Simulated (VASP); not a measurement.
# TiSe2: single point with PBE+D3(BJ)

TiSe2:

```xyz
3
Lattice="3.4826 0.0000 0.0000 -1.7413 3.0160 0.0000 0.0000 0.0000 5.8696" Properties=species:S:1:pos:R:3 pbc="T T T"
Ti    0.0000    0.0000    0.0000
Se    0.0000    2.0107    1.5528
Se    1.7413    1.0053   -1.5528
```

The cell was built by a generator and needn't be a form met in nature.

| Property | Result |
| --- | --- |
| Program | VASP 6.6.1 |
| Task | single point |
| Functional | PBE |
| Dispersion | D3(BJ) |
| Potentials or basis | VASP PAW PBE potentials, release 64 (Ti_sv, Se) |
| Cutoff | 520 eV |
| k mesh | 16 × 16 × 8 |
| Occupations | fermi-dirac, width 0.01 eV |
| Spin | no spin polarisation |

* Pressure: 0.1 GPa
* Largest force: 0.019 eV/Å
* Band gap on the k mesh: none (metal or under the smearing width)
* Dispersion energy per atom: -0.450 eV

Forces in eV/Å, atoms in the order of the input:
```
Ti   0.000  0.000  0.000
Se   0.000  0.000  0.019
Se   0.000  0.000 -0.019
```

Levels at points of the mesh, in eV from the Fermi level:
| k point | band 8 | band 9 | band 10 | band 11 | band 12 | band 13 | band 14 | band 15 | band 16 | band 17 |
| --- | --- | --- | --- | --- | --- | --- | --- | --- | --- | --- |
| (0.00, 0.00, 0.00) | -2.24 | -2.24 | 0.36 | 0.51 | 0.51 | 0.58 | 0.62 | 0.62 | 3.31 | 3.31 |
| (0.50, 0.00, 0.00) | -3.86 | -2.92 | -2.86 | -2.24 | -1.41 | 0.05 | 1.47 | 1.89 | 3.23 | 3.79 |
| (0.00, 0.00, 0.50) | -2.88 | -2.16 | -2.16 | 0.30 | 0.30 | 0.49 | 0.49 | 1.28 | 3.75 | 3.75 |
| (0.50, 0.00, 0.50) | -4.84 | -2.82 | -2.54 | -1.12 | -0.85 | -0.25 | 1.47 | 1.86 | 3.07 | 4.05 |

It took 4.3 min on 1 thread of Intel(R) Xeon(R) Platinum 8559C (Emerald Rapids), with other jobs on the host, peak memory 0.38 GiB.

Caveat: pairwise dispersion overbinds metals, which lowers pressure and volume.
